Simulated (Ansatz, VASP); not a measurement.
Two plane-wave programs on Mo3P4

```
Mo P
1.0
     4.94298    0.00000    0.00000
     0.00000    4.94298    0.00000
     0.00000    0.00000    4.94298
Mo P
3 4
Direct
  0.00000 0.00000 0.50000
  0.50000 0.00000 0.00000
  0.00000 0.50000 0.00000
  0.69286 0.30714 0.30714
  0.30714 0.69286 0.30714
  0.30714 0.30714 0.69286
  0.69286 0.69286 0.69286
```

Change from the starting cell: species swapped into the Si3As4 type (P-43m, No. 215).

Alike in both runs: functional PBE; k mesh 4 × 4 × 4; occupations gaussian, width 0.1 eV; no spin polarisation.

Ansatz relaxed the structure, and its values are those at the end. VASP's run is a single point on that final structure, the one shown.

```csv
,VASP,Ansatz
version,VASP 6.6.1,Ansatz 0.2.0
potentials or method,"VASP PAW PBE potentials, release 64 (Mo_sv, P)","scalar-relativistic, plane waves, PAW"
plane-wave cutoff (eV),520,420
valence electrons in the cell,62,62
```

```tsv
	VASP	Ansatz	Ansatz less VASP
gap on the k mesh at the Fermi level (eV)	none	none	-
pressure (GPa)	0.0	0.0	-0.01
rms of the force components (eV/Å)	0.006	0.002	-0.0035
```

A gap of «none» marks a metal or a gap that the smearing closes. The functional is the same, so the differences come from potentials, cutoffs and numerics.
